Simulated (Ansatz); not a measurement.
**Formation energy of RbBr (rocksalt structure)**

Computed with Ansatz (plane waves, PAW, 420 eV cutoff): PBE, scalar-relativistic, no spin polarisation, Γ-centred 8×8×8 mesh, 0.05 eV Gaussian smearing. The datasets are Ansatz's generated set soft_2.

The start was a prototype's sites filled with these elements; the Crystallography Open Database holds the compound in this structure.

It takes space group Fm-3m (No. 225, cubic). Conventional cell: a = 7.017 Å, b = 7.017 Å, c = 7.017 Å, α = 90.00°, β = 90.00°, γ = 90.00°. Around Rb (site symmetry m-3m) lie 6 Br at 3.51 Å. Around Br (site symmetry m-3m) lie 6 Rb at 3.51 Å. (Shells end 15 % past the nearest neighbour.)

The elements were computed in their standard states with the same datasets, cutoff and functional. Absolute energies hang on the potentials; compare differences alone.

Energy of the relaxed cell (2 atoms, smearing extrapolated to zero): -6054.071 eV. Elements, in eV/atom: Rb -3267.346, Br -2783.181.

Task: What is the formation energy?

Result: [-6054.071 − (1 × -3267.346 + 1 × -2783.181)] / 2 = -1.77 eV/atom, or -171 kJ per mole of atoms.

The value is for 0 K, without zero-point energy. Uncorrected semilocal values for oxides, chalcogenides and halides often miss by tenths of an eV an atom. A negative value shows stability against the elements alone, not against other compounds or structures.

Bader charges against formal ones: Rb +0.83 (+1), Br −0.83 (−1). The cations give up 83 % of the formal charge; Bader charges stay under formal ones because the anions' density reaches into the cations' basins, though a share this high marks a strongly ionic bond.

Formal charges Rb⁺, Br⁻ balance and leave closed shells on every ion, so a band insulator is expected, and the gap is 4.19 eV.

Semilocal functionals underestimate band gaps, commonly by a third or more. The relaxed cell is 6 % larger in volume than the cell of this structure in the Crystallography Open Database (40.65 Å³/atom, 1969).
